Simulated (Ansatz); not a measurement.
# KI, space group Cmcm: a charge-density difference against the sublattices

With Ansatz's Python interface.

Interactive session:
```pycon
>>> import warnings
>>> import ansatz as az
>>> import numpy as np
>>> VECTORS = np.array([
...     [2.51266, -4.25523, 0.0],
...     [2.51266, 4.25523, 0.0],
...     [0.0, 0.0, 8.67659],
... ])
>>> SITES = [
...     ("K", (0.5, 0.5, 0.5)),
...     ("K", (0.5, 0.5, 0.0)),
...     ("I", (0.84023, 0.15977, 0.25)),
...     ("I", (0.15977, 0.84023, 0.75)),
... ]
>>> def on_lattice(cell):
...     crystal = az.Crystal(lattice=az.Lattice.of(cell))
...     for symbol, position in SITES:
...         crystal = crystal.atom(symbol, position)
...     return crystal
...
>>> warnings.simplefilter("ignore", az.DeckWarning)
>>> # same cell, cutoff and mesh for the crystal and its parts
>>> def solve(crystal):
...     return (
...         crystal.calculation()
...         .mixing("msr1")
...         .scf(tolerance=1e-05)
...         .functional("pbesol", dispersion="d3bjatm")
...         .occupations("Marzari-Vanderbilt", width=0.1)
...         .basis(460, grid_basis="typed")
...         .kpoints(4, 4, 2)
...         .density()
...         .run(threads=1)
...     )
...
>>> whole = solve(on_lattice(VECTORS))

>>> difference = whole.density().channels[0].density_e_per_ang3.copy()
>>> binding = whole.report["free_energy_ev"]
>>> for element in ["K", "I"]:
...     part = az.Crystal(lattice=az.Lattice.of(VECTORS))
...     for symbol, position in SITES:
...         if symbol == element:
...             part = part.atom(symbol, position)
...     alone = solve(part)
...     difference -= alone.density().channels[0].density_e_per_ang3
...     binding -= alone.report["free_energy_ev"]
...     print(f"{element} sublattice: {alone.report['n_electrons']:g} electrons, {alone.report['n_iterations']} iterations")
...
K sublattice: 18 electrons, 5 iterations
I sublattice: 34 electrons, 7 iterations
>>> voxel = abs(np.linalg.det(VECTORS)) / difference.size
>>> print(f"energy of the crystal less its unpolarised sublattices: {binding / len(SITES):.4f} eV/atom")
energy of the crystal less its unpolarised sublattices: -2.3221 eV/atom
>>> print(f"net charge of the difference {difference.sum() * voxel:.5f} e, charge moved {0.5 * np.abs(difference).sum() * voxel:.3f} e")
net charge of the difference -0.00000 e, charge moved 0.649 e
>>> print(f"extremes {difference.min():.4f} and {difference.max():.4f} e/A^3")
extremes -0.0260 and 0.0499 e/A^3
>>> for (symbol, position) in SITES:
...     index = tuple(int(round(p * n)) % n for p, n in zip(position, difference.shape))
...     print(f"  change of the pseudo-density at the grid point nearest {symbol}: {difference[index]:+.4f} e/A^3")
...
  change of the pseudo-density at the grid point nearest K: -0.0113 e/A^3
  change of the pseudo-density at the grid point nearest K: -0.0113 e/A^3
  change of the pseudo-density at the grid point nearest I: +0.0499 e/A^3
  change of the pseudo-density at the grid point nearest I: +0.0499 e/A^3
```

Caveats:
- These settings explore the input space; cutoff and mesh may be short of convergence.
- Grid values close to the nuclei reflect the PAW or pseudopotential construction, not the all-electron fields.
- This cell is a computed structure, which may not be the phase found in nature.
- Charge moved counts every rearrangement, bonding and polarisation too, and is no transfer between atoms; the bare sublattices are artificial references. Values near the nuclei depend on the potentials.
- It ran for 7 s on 1 thread of Arm Neoverse V2, with other jobs on the host, peak memory 0.47 GiB.

(Lines on the test bed's own set-up are left out of the output.)
